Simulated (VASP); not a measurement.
Input of a VASP 6.6.1 run:

INCAR

```
ALGO = Normal
EDIFF = 1E-6
ENCUT = 450
GGA = PE
ISIF = 2
ISMEAR = 0
LASPH = T
LCHARG = F
LREAL = F
LWAVE = F
NELM = 100
PREC = Accurate
SIGMA = 0.02
```

KPOINTS

```
k-points
0
Gamma
  7 7 7
```

The input POSCAR:

```
BN
1.0
    0.0000000000      3.4953158300      2.1660912400
    1.2516321000      0.0000000000      2.1660912400
    1.2516321000      3.4953158300      0.0000000000
N B
1 1
Direct
    0.6666513400      0.6666513400      0.3333486600
    0.0000486500      0.0000486500      0.9999513500
```

Potentials or basis: VASP PAW PBE potentials, release 64 (N_GW, B_GW).

Run with:

```sh
$ cat potpaw_PBE.64/N_GW/POTCAR potpaw_PBE.64/B_GW/POTCAR > POTCAR
$ mpirun -np 1 vasp_std > vasp.out
```

(1) What does it give for the largest force?

(2) Predict the band gap on the k mesh.

Answers

(1) 0.010 eV/Å.

(2) 4.18 eV, indirect (least direct gap 5.05 eV).

Caveat: the k mesh is coarse (spacing up to 0.43 Å⁻¹), so the values aren't converged; an odd mesh through Γ misses points on the zone boundary, where band edges often lie.
